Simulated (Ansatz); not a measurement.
## Stress against strain in AgCl

```xyz
2
Lattice="0.0000 2.7731 2.7731 2.7731 0.0000 2.7731 2.7731 2.7731 0.0000" Properties=species:S:1:pos:R:3 pbc="T T T"
Ag    2.7731    2.7731    2.7731
Cl    0.0000    0.0000    0.0000
```

Atoms are numbered in the order listed.

The conventional cell has a = 5.546 Å, b = 5.546 Å, c = 5.546 Å, α = 90.00°, β = 90.00°, γ = 90.00°. Around Ag (atom 1) lie 6 Cl at 2.77 Å. Cl (atom 2) is surrounded by 6 Ag at 2.77 Å.

The geometry is COD entry 9011666, unchecked; take it as a test cell.

Method: DFT, PBEsol, all-electron LAPW, scalar-relativistic in Ansatz 0.2.0.

Settings: a Γ-centred 9×9×9 k mesh, Fermi–Dirac smearing of 0.01 eV, basis error target 0.5 meV/atom, no spin polarisation.

The strain is applied along the Cartesian axes of the cell as listed (the other components stay zero). Fractional coordinates are held (clamped ions).

σ is the change of stress from the unstrained cell, which is at -2.64 GPa; tension is positive, so slopes are stress–strain coefficients at that pressure.

Only quantities that a quadratic follows smoothly over the whole series are listed; rougher ones are left out.

```csv
εxx = εyy,σzz (GPa),σxx (GPa)
-0.0200,-1.59,-2.13
-0.0100,-0.77,-0.97
0.0000,0.00,0.00
0.0200,1.41,1.48
```

Q: Fit the series and read off the stiffness at zero strain.

A: Least-squares fits y = p0 + p1 x + p2 x² to the rows give σzz (GPa): p1 = 75, p2 = -230; σxx (GPa): p1 = 90.2, p2 = -820. So 2 C12 = 75 GPa and C11 + C12 = 90 GPa.

Q: One run, at εxx = εyy = 0.0100, is withheld. Predict its row.

A: The fits give 0.73, 0.83; the run gave 0.73, 0.81.
